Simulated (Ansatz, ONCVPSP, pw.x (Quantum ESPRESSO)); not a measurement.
pw.x on sc I: one setting changed

Potential: optimised norm-conserving Vanderbilt (ONCV), ONCVPSP 4.0.1, PBE; core [Ar] 3d10, reference 4s2 4p6 4d10 5s2 5p5; waves: 4s+5s: rc 1.25 bohr, ncon 3, nbas 6, qcut 12.6 1/bohr, 2 projectors; 4p+5p: rc 1.40 bohr, ncon 5, nbas 9, qcut 11.7 1/bohr, 2 projectors; 4d: rc 0.95 bohr, ncon 4, nbas 8, qcut 11.7 1/bohr, local; local part: the d channel; core correction: Teter function fitted to the true core (icmod 2), fcfact 0.2.

The reference run (k-mesh 10³, cutoffs 155/620 Ry, Fermi–Dirac 0.01 Ry, mixing_beta 0.4, conv_thr 1e-9, no spin) gives 0.08 GPa at 42.020 Å³/atom, where all-electron LAPW gives 0.01 GPa. This run, with its own iteration cap, changes k-mesh shift to 1.

```
&control
  calculation='scf', prefix='x', pseudo_dir='./', outdir='./tmp', tstress=.true., disk_io='none'
/
&system
  ibrav=0, nat=1, ntyp=1, ecutwfc=155, ecutrho=620, nbnd=21,
  occupations='smearing', smearing='fd', degauss=0.01
/
&electrons
  conv_thr=1e-09, mixing_beta=0.4, electron_maxstep=50
/
ATOMIC_SPECIES
I 1.0 I.UPF
CELL_PARAMETERS angstrom
  3.47657831 0.00000000 0.00000000
  0.00000000 3.47657831 0.00000000
  0.00000000 0.00000000 3.47657831
ATOMIC_POSITIONS crystal
I 0.0000 0.0000 0.0000
K_POINTS automatic
10 10 10 1 1 1
```

```bash
pw.x < I.scf.in > I.scf.out
```

**Question.** How does the run end?

**Answer.** It converges in 7 iterations; the free energy moves by -8.6 meV/atom and the pressure by -0.08 GPa.

```
Message from routine setup:
     using ibrav=0 with symmetry is DISCOURAGED, use correct ibrav instead
     lattice parameter (alat)  =       6.5698  a.u.
     unit-cell volume          =     283.5650 (a.u.)^3
     number of electrons       =        25.00
     number of Kohn-Sham states=           21
     kinetic-energy cutoff     =     155.0000  Ry
     charge density cutoff     =     620.0000  Ry
     scf convergence threshold =      1.0E-09
     Exchange-correlation= PBE
     number of k points=    35  Fermi-Dirac smearing, width (Ry)=  0.0100
     iteration #  1     ecut=   155.00 Ry     beta= 0.40
     total energy              =    -626.65146392 Ry
     estimated scf accuracy    <       0.00049697 Ry
     iteration #  2     ecut=   155.00 Ry     beta= 0.40
     total energy              =    -626.65155611 Ry
     estimated scf accuracy    <       0.00015087 Ry
     iteration #  3     ecut=   155.00 Ry     beta= 0.40
     total energy              =    -626.65157306 Ry
     estimated scf accuracy    <       0.00000874 Ry
     iteration #  4     ecut=   155.00 Ry     beta= 0.40
     total energy              =    -626.65157429 Ry
     estimated scf accuracy    <       0.00000019 Ry
     iteration #  5     ecut=   155.00 Ry     beta= 0.40
     total energy              =    -626.65157435 Ry
     estimated scf accuracy    <       0.00000004 Ry
     iteration #  6     ecut=   155.00 Ry     beta= 0.40
     total energy              =    -626.65157436 Ry
     estimated scf accuracy    <          2.6E-09 Ry
     iteration #  7     ecut=   155.00 Ry     beta= 0.40
     the Fermi energy is     6.5803 ev
!    total energy              =    -626.65157436 Ry
     estimated scf accuracy    <          1.3E-10 Ry
     smearing contrib. (-TS)   =      -0.00542840 Ry
     The total energy is F=E-TS. E is the sum of the following terms:
     one-electron contribution =    -513.65186458 Ry
     hartree contribution      =     235.63946500 Ry
     xc contribution           =     -78.71440457 Ry
     ewald contribution        =    -269.91934181 Ry
     convergence has been achieved in   7 iterations
          total   stress  (Ry/bohr**3)                   (kbar)     P=       -0.00
     Message from routine punch:
     Nothing written, as per user request (disk_io='none')
```

The run took about 52 s on one core of a shared host (Intel(R) Xeon(R) Platinum 8488C, 192 threads, 1488 GiB, load 61).
